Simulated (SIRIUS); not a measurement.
The system is HfO2.

```
CELL_PARAMETERS angstrom
3.55802 0.00000 0.00000
0.00000 3.55802 0.00000
0.00000 0.00000 5.17186
ATOMIC_POSITIONS crystal
Hf 0.00000 0.00000 0.00000
Hf 0.50000 0.50000 0.50000
O 0.00000 0.50000 0.19721
O 0.50000 0.00000 0.30279
O 0.50000 0.00000 0.80279
O 0.00000 0.50000 0.69721
```

Measurements of this composition are mostly on another form, of space group No. 14.

Program: SIRIUS 7.12.0. Alike in all runs: task single point; no spin polarisation; cell as given; cutoff (eV) 1152; smearing fermi-dirac 0.05 eV.

Question: Order these runs on this cell by their pressure, lowest first.
A. level PBEsol; potentials or basis PseudoDojo 0.4.1 PBEsol standard (scalar relativistic); k mesh 8 × 8 × 5; mesh quality not flagged
B. level PBEsol; potentials or basis PseudoDojo 0.4.1 PBE standard (scalar relativistic); k mesh 4 × 4 × 2; mesh quality coarse
C. level LDA; potentials or basis PseudoDojo 0.4.1 PBE standard (scalar relativistic); k mesh 4 × 4 × 2; mesh quality coarse

Answer: C (-4.9 GPa), A (-1.4 GPa), B (0.3 GPa).

Caveats: some runs use coarse meshes; the potentials were made for another functional, which shifts forces and pressure (some runs).

Not every run made on this cell is shown here.
